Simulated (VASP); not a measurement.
**How uniaxial stress along [111] changes AlN (F-43m)**

Wanted: the response of AlN to uniaxial stress along [111], as a table, with a fit that predicts a row left out.

Program: VASP 6.6.1. Level of theory: LDA; plane waves and PAW (Al, N); cell typed or built by script, in the first sound run; inputs show where later runs differ. Results are calculated unless marked as measured.

### 1. The structure

The structure is cubic, space group F-43m (No. 216). The conventional cell has a = 4.380 Å, b = 4.380 Å, c = 4.380 Å, α = 90.00°, β = 90.00°, γ = 90.00°. Al has 4 N at 1.90 Å nearest. N has 4 Al at 1.90 Å nearest. Farther neighbours and most contacts between anions are not listed.

As a file:

```cif
data_structure
_symmetry_space_group_name_H-M 'P 1'
_symmetry_Int_Tables_number 1
_cell_length_a 3.0971
_cell_length_b 3.0971
_cell_length_c 3.0971
_cell_angle_alpha 60.000
_cell_angle_beta 60.000
_cell_angle_gamma 60.000
_cell_volume 21.01
loop_
_atom_site_label
_atom_site_type_symbol
_atom_site_fract_x
_atom_site_fract_y
_atom_site_fract_z
_atom_site_occupancy
Al1 Al 0.00000 0.00000 0.00000 1
N2 N 0.25000 0.25000 0.25000 1
```

### 2. Relax the crystal, LDA

The series starts from the cell that this level prefers, so that zero strain is near zero stress.

This step took 2 runs in a row; the last is shown.

Level: LDA; plane waves and PAW (Al, N); cell typed or built by script.

Contents of INCAR:

```
SYSTEM = AlN
PREC = Accurate
ENCUT = 600
EDIFF = 1E-07
NELM = 120
ISMEAR = 0
SIGMA = 0.02
LREAL = .FALSE.
ALGO = Normal
GGA = CA
NBANDS = 10
LASPH = .TRUE.
LORBIT = 11
LWAVE = .FALSE.
LCHARG = .FALSE.
KPAR = 16
IBRION = 2
NSW = 40
ISIF = 3
EDIFFG = -0.005
POTIM = 0.4
```

Contents of POSCAR:

```
AlN
1.0
    0.0000000000      2.1729629977      2.1729629977
    2.1729629977      0.0000000000      2.1729629977
    2.1729629977      2.1729629977      0.0000000000
Al N
1 1
Direct
    0.0000000000      0.0000000000      0.0000000000
    0.2500000000      0.2500000000      0.2500000000
```

Contents of KPOINTS:

```
Automatic mesh
0
Gamma
12 12 12
0 0 0
```

The projector-augmented-wave data sets are Al and N (LDA family, release 64).

Command:

```
$ mpirun -np 16 vasp_std
```

What it wrote:

```text
[banner, memory and clock lines left out]
running   16 mpi-ranks, on    1 nodes
[...]
|                                                                             |
|           W    W    AA    RRRRR   N    N  II  N    N   GGGG   !!!           |
|           W    W   A  A   R    R  NN   N  II  NN   N  G    G  !!!           |
|           W    W  A    A  R    R  N N  N  II  N N  N  G       !!!           |
|           W WW W  AAAAAA  RRRRR   N  N N  II  N  N N  G  GGG   !            |
|           WW  WW  A    A  R   R   N   NN  II  N   NN  G    G                |
|           W    W  A    A  R    R  N    N  II  N    N   GGGG   !!!           |
|                                                                             |
|     For optimal performance we recommend to set                             |
|       NCORE = 2 up to number-of-cores-per-socket                            |
|     NCORE specifies how many cores store one orbital (NPAR=cpu/NCORE).      |
|     This setting can greatly improve the performance of VASP for DFT.       |
[...]
|     Unfortunately you need to use the default for GW and RPA                |
|     calculations (for HF NCORE is supported but not extensively tested      |
|     yet).                                                                   |
|                                                                             |

 LDA part: xc-table for (Slater(with rela. corr.)+CA(PZ))
 , standard interpolation
 POSCAR, INCAR and KPOINTS ok, starting setup
[...]
entering main loop
       N       E                     dE             d eps       ncg     rms          rms(c)
DAV:   1     0.121295161561E+02    0.12130E+02   -0.44324E+03  1456   0.769E+02
DAV:   2    -0.180827623717E+02   -0.30212E+02   -0.29360E+02  1794   0.139E+02
DAV:   3    -0.189339140754E+02   -0.85115E+00   -0.85003E+00  1774   0.232E+01
DAV:   4    -0.189373993829E+02   -0.34853E-02   -0.34851E-02  1628   0.172E+00
[...]
DAV:  10    -0.163761952241E+02   -0.19680E-04   -0.63420E-05  1566   0.609E-02    0.412E-02
DAV:  11    -0.163761938755E+02    0.13486E-05   -0.13174E-06  1622   0.881E-03    0.811E-03
DAV:  12    -0.163761938750E+02    0.54604E-09   -0.33902E-08   886   0.159E-03
   1 F= -.16376194E+02 E0= -.16376194E+02  d E =-.163762E+02
[...]
reached required accuracy - stopping structural energy minimisation
```

Elapsed: 3 s, on 16 MPI ranks of AMD EPYC 7R43, shared host; peak memory 1.9 GiB.

The logs omit lines about the potential files and the build; timing stands in the text.

OUTCAR, selected parts (step 2):

```text
  Total        0.0012619      0.0012619      0.0012619      0.0000000     -0.0000000      0.0000000
  in kB        0.0985224      0.0985224      0.0985224      0.0000000     -0.0000000      0.0000000
  external PRESSURE =       0.0985224 kB  Pullay stress =       0.0000000 kB

 POSITION                                       TOTAL-FORCE (eV/Angst)
 -----------------------------------------------------------------------------------
      0.00000      0.00000      0.00000        -0.000000     -0.000000     -0.000000
      1.08648      1.08648      1.08648         0.000000      0.000000      0.000000
 -----------------------------------------------------------------------------------
    total drift:                               -0.000000     -0.000000     -0.000000

  FREE ENERGIE OF THE ION-ELECTRON SYSTEM (eV)
  ---------------------------------------------------
  free  energy   TOTEN  =       -16.3761938750 eV

  energy  without entropy=      -16.3761938750  energy(sigma->0) =      -16.37619387

 reached required accuracy - stopping structural energy minimisation

[... 3 further parts left out ...]
[key lines of the parts left out:]
E-fermi :   6.0464
```

This run gave:

| Item | Value |
| --- | --- |
| energy(sigma→0) of the program | -16.3762 eV |
| stress, compression positive | 0.01 along [111], 0.01 across it (mean), GPa |
| volume | 20.520 Å³ |
| ionic steps | 1 |

### 3. Strain across the axis, LDA

One member in full: the axis is strained by 0.5 %, and the two directions across it are strained alike until their mean stress is under 0.012 GPa or five steps are spent.

This step took 3 runs, each at a new trial strain with the atoms of the one before; the last is shown.

Level: LDA; plane waves and PAW (Al, N); cell typed or built by script.

Changes to INCAR since step 2:

```diff
@@ -15,7 +15,7 @@
 LCHARG = .FALSE.
-KPAR = 16
-IBRION = 2
-NSW = 40
-ISIF = 3
-EDIFFG = -0.005
-POTIM = 0.4
+KPAR = 4
+IBRION = 1
+NSW = 25
+ISIF = 2
+EDIFFG = -0.004
+POTIM = 0.3
```

Contents of POSCAR:

```
AlN
1.0
    0.0083397090      2.1796579580      2.1796579580
    2.1796579580      0.0083397090      2.1796579580
    2.1796579580      2.1796579580      0.0083397090
Al N
1 1
Direct
    0.0002793516      0.0002793516      0.0002793516
    0.2497206484      0.2497206484      0.2497206484
```

KPOINTS is that of step 2.

Command:

```
$ mpirun -np 4 vasp_std
```

What it wrote:

```text
[banner, memory and clock lines left out]
running    4 mpi-ranks, on    1 nodes
[...]
LDA part: xc-table for (Slater(with rela. corr.)+CA(PZ))
 , standard interpolation
 POSCAR, INCAR and KPOINTS ok, starting setup
[...]
entering main loop
       N       E                     dE             d eps       ncg     rms          rms(c)
DAV:   1     0.117678212799E+02    0.11768E+02   -0.43400E+03  3876   0.759E+02
DAV:   2    -0.180379042059E+02   -0.29806E+02   -0.28760E+02  4456   0.141E+02
DAV:   3    -0.189253203850E+02   -0.88742E+00   -0.88626E+00  4462   0.237E+01
DAV:   4    -0.189291537236E+02   -0.38333E-02   -0.38332E-02  4260   0.185E+00
[...]
DAV:  10    -0.163755934307E+02   -0.20259E-04   -0.58853E-05  4114   0.588E-02    0.406E-02
DAV:  11    -0.163755921620E+02    0.12688E-05   -0.13292E-06  4280   0.868E-03    0.792E-03
DAV:  12    -0.163755921620E+02    0.16826E-10   -0.43354E-08  2328   0.179E-03
   1 F= -.16375592E+02 E0= -.16375592E+02  d E =-.163756E+02
 BRION: g(F)=  0.165E-06 g(S)=  0.000E+00
 reached required accuracy - stopping structural energy minimisation
```

Elapsed: 12 s, on 4 MPI ranks; peak memory 0.51 GiB.

Parts of OUTCAR (step 3):

```text
  Total       -0.0925468     -0.0925468     -0.0925468     -0.0921875     -0.0921875     -0.0921875
  in kB       -7.2007283     -7.2007283     -7.2007283     -7.1727779     -7.1727779     -7.1727779
  external PRESSURE =      -7.2007283 kB  Pullay stress =       0.0000000 kB

 POSITION                                       TOTAL-FORCE (eV/Angst)
 -----------------------------------------------------------------------------------
      0.00122      0.00122      0.00122        -0.000975     -0.000975     -0.000975
      1.09069      1.09069      1.09069         0.000975      0.000975      0.000975
 -----------------------------------------------------------------------------------
    total drift:                                0.000002      0.000002      0.000002

  FREE ENERGIE OF THE ION-ELECTRON SYSTEM (eV)
  ---------------------------------------------------
  free  energy   TOTEN  =       -16.3755921620 eV

  energy  without entropy=      -16.3755921620  energy(sigma->0) =      -16.37559216

[... 1 part as in an earlier step ...]

[... 3 further parts left out ...]
[key lines of the parts left out:]
E-fermi :   5.9928
```

Numbers from this step:

| Quantity | Value |
| --- | --- |
| energy(sigma→0) of the program | -16.3756 eV |
| stress, compression positive | -2.15 along [111], 0.00 across it (mean), GPa |
| ionic steps | 1 |

### 4. Band edges, HSE06

Short lines in KPOINTS_OPT sample the zone centre along and across the axis, for masses, and the other valleys.

Level: HSE06; plane waves and PAW (Al, N); cell typed or built by script.

Contents of INCAR:

```
SYSTEM = AlN
PREC = Accurate
ENCUT = 600
EDIFF = 1E-06
NELM = 100
ISMEAR = 0
SIGMA = 0.02
LREAL = .FALSE.
ALGO = Normal
LHFCALC = .TRUE.
AEXX = 0.25
GGA = PE
HFSCREEN = 0.2
LASPH = .TRUE.
NBANDS = 9
PRECFOCK = Fast
LWAVE = .FALSE.
LCHARG = .FALSE.
KPAR = 4
```

POSCAR is that of step 3.

Contents of KPOINTS:

```
Automatic mesh
0
Gamma
6 6 6
0 0 0
```

Contents of KPOINTS_OPT:

```
Line mode
6
Line-mode
Reciprocal
  0.00000000   0.00000000   0.00000000
  0.02006679   0.02006679   0.02006679

  0.00000000   0.00000000   0.00000000
 -0.01221796   0.01221796  -0.00000000

  0.31000000   0.31000000   0.00000000
  0.50000000   0.50000000   0.00000000

  0.00000000   0.31000000   0.31000000
  0.00000000   0.50000000   0.50000000

  0.45000000   0.45000000   0.45000000
  0.50000000   0.50000000   0.50000000

  0.45000000   0.00000000   0.00000000
  0.50000000   0.00000000   0.00000000

  0.42500000   0.42500000   0.00000000
  0.42506637   0.44234517   0.01734517

  0.50000000   0.50000000   0.50000000
  0.48778204   0.51221796   0.50000000
```

Command:

```
$ mpirun -np 4 vasp_std
```

What it wrote:

```text
[banner, memory and clock lines left out]
running    4 mpi-ranks, on    1 nodes
[...]
|                                                                             |
|               ----> ADVICE to this user running VASP <----                  |
|                                                                             |
|     You enforced a specific xc type in the INCAR file but a different       |
|     [... a line on the potential file left out ...]
|     I HOPE YOU KNOW WHAT YOU ARE DOING!                                     |
|                                                                             |

 LDA part: xc-table for (Slater+PW92), standard interpolation
 found WAVECAR, reading the header
 POSCAR, INCAR and KPOINTS ok, starting setup
[...]
reading WAVECAR
 the WAVECAR file was read successfully
 initial charge from wavefunction
 entering main loop
       N       E                     dE             d eps       ncg     rms          rms(c)
DAV:   1    -0.174643569374E+02   -0.17464E+02   -0.10414E+00   579   0.745E+00    0.939E+00
DAV:   2    -0.174652808578E+02   -0.92392E-03   -0.15363E-02   736   0.122E+00    0.610E+00
DAV:   3    -0.174634791751E+02    0.18017E-02   -0.45085E-03   606   0.394E-01    0.366E+00
DAV:   4    -0.174631175405E+02    0.36163E-03   -0.35766E-04   698   0.120E-01    0.216E+00
[...]
DAV:   8    -0.174628595243E+02    0.60526E-05   -0.21671E-06   529   0.135E-02    0.243E-01
DAV:   9    -0.174628577150E+02    0.18093E-05   -0.75429E-07   297   0.840E-03    0.143E-01
DAV:  10    -0.174628572063E+02    0.50868E-06   -0.26424E-07   297   0.560E-03
   1 F= -.17462857E+02 E0= -.17462857E+02  d E =-.143692E-32
 Start KPOINTS_OPT (optional k-point list driver)
k-point batch [1-32\48]
       N       E                     dE             ncg
DAV:   1     0.122485860139E+04   -0.61992E+04      576
DAV:   2     0.934477665490E+02   -0.11314E+04      814
DAV:   3     0.327602938166E+02   -0.60687E+02      649
DAV:   4     0.323469136555E+02   -0.41338E+00      714
DAV:   5     0.323448567072E+02   -0.20569E-02      754
DAV:   6     0.323448412802E+02   -0.15427E-04      764
DAV:   7     0.323448410693E+02   -0.21080E-06      655
k-point batch [33-48\48]
       N       E                     dE             ncg
DAV:   1     0.596960638668E+04   -0.59481E+04      288
DAV:   2     0.544175045776E+04   -0.52786E+03      401
DAV:   3     0.541854859867E+04   -0.23202E+02      310
DAV:   4     0.541835238492E+04   -0.19621E+00      338
DAV:   5     0.541835099171E+04   -0.13932E-02      343
DAV:   6     0.541835097895E+04   -0.12760E-04      354
DAV:   7     0.541835097877E+04   -0.18339E-06      278
```

The job ended after 2.9 min (4 MPI ranks; peak memory 0.94 GiB).

OUTCAR, selected parts (step 4):

```text
  LATTYP: Found a trigonal (rhomboedric) cell.
 ALAT       =     3.0825131271
 COS(alpha) =     0.5038224671

 Subroutine GETGRP returns: Found  6 space group operations
 (whereof  6 operations were pure point group operations)

The static configuration has the point symmetry C_3v.

 Found     32 irreducible k-points:

   k-points           NKPTS =     32   k-points in BZ     NKDIM =    216   number of bands    NBANDS=      9

   dimension x,y,z NGX =    28 NGY =   28 NGZ =   28
   dimension x,y,z NGXF=    56 NGYF=   56 NGZF=   56

   ENCUT  =  600.0 eV  44.10 Ry    6.64 a.u.   6.16  6.16  6.16*2*pi/ulx,y,z

   NELECT =       8.0000    total number of electrons

  exchange ACFDT corr.  =         0.00000000  see jH, gK, PRB 81, 115126

 E-fermi :   5.3230

 k-point     1 :       0.0000    0.0000    0.0000
  band No.  band energies     occupation
      1     -11.4089      2.00000
      2       5.1094      2.00000
      3       5.1599      2.00000
      4       5.1599      2.00000
      5      10.8280      0.00000
      6      19.4057      0.00000
      7      19.5633      0.00000
      8      19.5633      0.00000
      9      24.8176      0.00000

 k-point     2 :       0.1667    0.0000    0.0000
  band No.  band energies     occupation
      1     -10.9755      2.00000
      2       3.1775      2.00000
      3       4.9696      2.00000
      4       5.0094      2.00000
      5      12.3106      0.00000
      6      18.6333      0.00000
      7      19.6335      0.00000
      8      19.7414      0.00000
      9      22.8707      0.00000

 POSITION                                       TOTAL-FORCE (eV/Angst)
 -----------------------------------------------------------------------------------
      0.00122      0.00122      0.00122        -0.002692     -0.002692     -0.002692
      1.09069      1.09069      1.09069         0.002692      0.002692      0.002692
 -----------------------------------------------------------------------------------
    total drift:                                0.000020      0.000021      0.000021

  FREE ENERGIE OF THE ION-ELECTRON SYSTEM (eV)
  ---------------------------------------------------
  free  energy   TOTEN  =       -17.4628572063 eV

  energy  without entropy=      -17.4628572063  energy(sigma->0) =      -17.46285721

[... 1 part as in an earlier step ...]

[... 7 further parts left out ...]
```

This run gave:

- energy(sigma→0) of the program: -17.4629 eV

### 5. All members

Hybrid runs start from orbitals of a short LDA run, not shown.

Runs beyond LDA use the data sets made with LDA; this shifts their levels slightly, and their total energies have another zero.

The other members went through these steps as far as the tables show, with the same cutoff and, step by step, the same mesh; 43 runs are not shown. The session took 2.1 core hours (wall time by ranks) on a shared machine.

```
strain along the axis (%)  strain across the axis (%)  stress along the axis, tension positive (GPa)  energy above the unstrained row (meV/atom)  gap on the mesh, LDA (eV)
                   -2.000                       0.341                                         -8.776                                       5.781                      3.083
                   -1.500                       0.252                                         -6.556                                       3.278                      3.122
                   -1.000                       0.166                                         -4.366                                       1.479                      3.159
                   -0.500                       0.083                                         -2.183                                       0.386                      3.195
                        0                       0.000                                         -0.010                                       0.000                      3.230
                    0.500                      -0.076                                          2.155                                       0.301                      3.211
                    1.000                      -0.149                                          4.333                                       1.296                      3.191
                    1.500                      -0.221                                          6.478                                       2.976                      3.170
                    2.000                      -0.287                                          8.605                                       5.332                      3.148
```

Slopes at zero strain, from cubics through all rows: strain ratio -0.158, stress over strain 435 GPa.

Band edges at HSE06, counted from the valence-band top at Γ, with one row partly withheld:

```csv
strain along the axis (%),gap (eV),conduction band at Γ (eV),Δ or X valley along z (eV),Δ or X valley along x (eV),"lowest conduction level at L, [111] (eV)","lowest conduction level at L, [-111] (eV)",second valence level below the top (eV),third valence level below the top (eV)
-2.000,4.454,5.694,4.454,4.454,8.827,9.083,0.209,0.209
-1.500,4.491,5.705,4.491,4.491,?,9.073,0.157,0.157
-1.000,4.526,5.713,4.527,4.527,8.931,9.061,0.104,0.104
-0.500,4.560,5.718,4.560,4.560,8.982,9.048,0.052,0.052
0,4.592,5.721,4.592,4.592,9.033,9.033,0.000,0.000
0.500,4.571,5.668,4.571,4.571,9.031,8.964,0.000,0.051
1.000,4.550,5.614,4.550,4.550,9.030,8.895,0.000,0.098
1.500,4.527,5.557,4.527,4.527,9.029,8.825,0.000,0.146
2.000,4.503,5.498,4.503,4.503,9.028,8.753,0.000,0.192
```

Conduction masses, in electron masses:

| strain along the axis (%) | conduction mass at Γ, along the strain axis or the normal of the plane | conduction mass at Γ, across the strain axis or in the plane |
| --- | --- | --- |
| -2.000 | 0.317 | 0.292 |
| -1.500 | 0.312 | 0.293 |
| -1.000 | 0.305 | 0.292 |
| -0.500 | 0.303 | 0.294 |
| 0 | 0.297 | 0.297 |
| 0.500 | 0.290 | 0.297 |
| 1.000 | 0.285 | 0.299 |
| 1.500 | 0.277 | 0.298 |
| 2.000 | 0.273 | 0.300 |

### 6. A fit to the known rows

The quantity to fit is the splitting of the lowest conduction levels at the L points ([111] less [-111]) at HSE06: -0.257, -0.131, -0.066, 0.000, 0.067, 0.135, 0.204, 0.274 eV in the rows shown.

A least-squares parabola through the 8 rows shown, with d the strain along the axis less the strain across it, in %: E = 0.002256 d² + 0.1149 d + 2.59e-5 (eV), r.m.s. residual 1.2e-4 eV.

At d = -1.752 this predicts -0.1944 eV.

### 7. Prediction against calculation

The calculation gives -0.1942 eV, so the prediction is 0.0002 eV too low.

The splitting is Ξu times 8/9 of d, with d as a fraction, so the linear term gives Ξu = 12.9 eV.

### 8. Summary of results

```
Poisson ratio                                                       : 0.158
Young's modulus along the axis                                      : 435 GPa
gap of the unstrained cell, HSE06                                   : 4.59 eV
shear deformation potential Ξu of the lowest conduction levels at L : 12.9 eV
error of the predicted row                                          : -0.2 meV
```

**Reading.** As a check, the curvature of the energy gives 435 GPa for the same modulus (energy per volume = E/2 × strain²), 0 % from the slope of the stress. The energy also has a linear term worth 0.13 GPa that the stress column lacks, a mark of the finite basis. At HSE06 the lowest conduction valley is Δ or X throughout, and the gap runs between 4.45 and 4.59 eV. Hole masses are left out throughout, since the top bands are degenerate or cross in many series; of conduction masses, those of the Γ, L and (for Si and Ge under (001) strain) Δ valleys are kept where they change by under an eighth between rows. HSE06 ran on a coarser mesh than the semilocal levels. Spin-orbit coupling is left out at HSE06, so the valence splittings there lack it. Δ or X levels are the lowest on their line, refined by a parabola unless they lie at X; the gap is read from all points sampled and can differ from the lowest valley by some meV, or by tens of meV where strain moves the valence top off Γ. Temperature, zero-point motion and excitons are left out.

[Lines on the potential files, build, host, timing and source positions are cut from VASP's logs without a mark.]

[Logs are printed without paths, hosts, clocks, repeated set-up lines and the standing remarks that a program may print on its own settings, such as how far it seeks lower states.]

[Hosts, paths, dates, database ids (printed as entryN), source tags and the programs' standing remarks are cut or masked in the printed files.]

[In band tables of VASP the shares of atoms and orbitals are scaled to a sum of 1 inside the atoms' spheres.]
